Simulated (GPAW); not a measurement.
Write an ASE script for GPAW 26.7.0 that does the following.

- Task: equation of state
- Functional: PBEsol
- Potentials or basis: PAW data sets generated in the run's folder for this functional
- Cutoff: 600 eV
- Basis: pw
- k mesh: 9 × 9 × 5
- Occupations: fermi-dirac, width 0.05 eV
- Spin: no spin polarisation
- Maxiter: 150
- Eos scales: [0.94, 0.96, 0.98, 1.0, 1.02, 1.04, 1.06]

Au:

```
CELL_PARAMETERS angstrom
1.41131 -2.55593 0.00000
1.41131 2.55593 0.00000
0.00000 0.00000 4.89317
ATOMIC_POSITIONS crystal
Au 0.33467 0.66533 0.25000
Au 0.66533 0.33467 0.75000
```

This isn't the form of Au at room conditions, which is fcc.

One way to write it, as run:

run.py

```python
from ase import Atoms
from ase.eos import EquationOfState
from ase.io import Trajectory
from ase.units import GPa
from gpaw import GPAW, PW, setup_paths

setup_paths.insert(0, '.')

atoms = Atoms(['Au', 'Au'],
              cell=[[1.411309965, -2.555933025, 0.0],
                    [1.411309965, 2.555933025, 0.0],
                    [0.0, 0.0, 4.89316961]],
              scaled_positions=[[0.33467203, 0.66532797, 0.25],
                                [0.66532797, 0.33467203, 0.75]],
              pbc=True)

traj = Trajectory('eos.traj', 'w')
volumes, energies = [], []
for x in [0.94, 0.96, 0.98, 1.0, 1.02, 1.04, 1.06]:
    a = atoms.copy()
    a.set_cell(atoms.cell * x**(1 / 3), scale_atoms=True)
    calc = GPAW(mode=PW(600),
                xc='PBEsol',
                kpts={'size': (9, 9, 5), 'gamma': True},
                occupations={'name': 'fermi-dirac', 'width': 0.05},
                nbands=23,
                convergence={'density': 1e-05, 'energy': 1e-05},
                maxiter=150,
                txt=f'eos-{x:.2f}.txt')
    a.calc = calc
    energies.append(a.get_potential_energy(force_consistent=True))
    volumes.append(a.get_volume())
    p = -a.get_stress()[:3].mean() / GPa
    calc.write(f'eos-{x:.2f}.gpw')
    traj.write(a)
    print(f'{x:.2f} {volumes[-1]:10.4f} A^3 {energies[-1]:14.6f} eV {p:9.3f} GPa', flush=True)

v0, e0, B = EquationOfState(volumes, energies, eos='birchmurnaghan').fit()
print(f'V0 = {v0:.4f} A^3, E0 = {e0:.6f} eV, B0 = {B / GPa:.2f} GPa')
```

Potentials or basis: PAW data sets generated in the run's folder for this functional, pw.

Launch:

```console
$ gpaw-setup -f PBEsol Au
$ OMP_NUM_THREADS=1 python run.py
```

Results of the run:

```json
{"Equilibrium volume": "17.34 Å³/atom", "Bulk modulus at fixed shape and positions": "172 GPa", "Pressure derivative of the bulk modulus": "5.9"}
```

Caveat: with this Au data set, volumes or pressures lay over 1.5 % or 2 GPa off other programs in two to four cells of ten; the cell was scaled at fixed shape and fractional positions, which overstates the stiffness of a crystal with free parameters, most of all of layers and chains.

Wall time 8.7 min on 1 thread of Intel(R) Xeon(R) Processor @ 2.70GHz (shared host), peak memory 0.33 GiB.
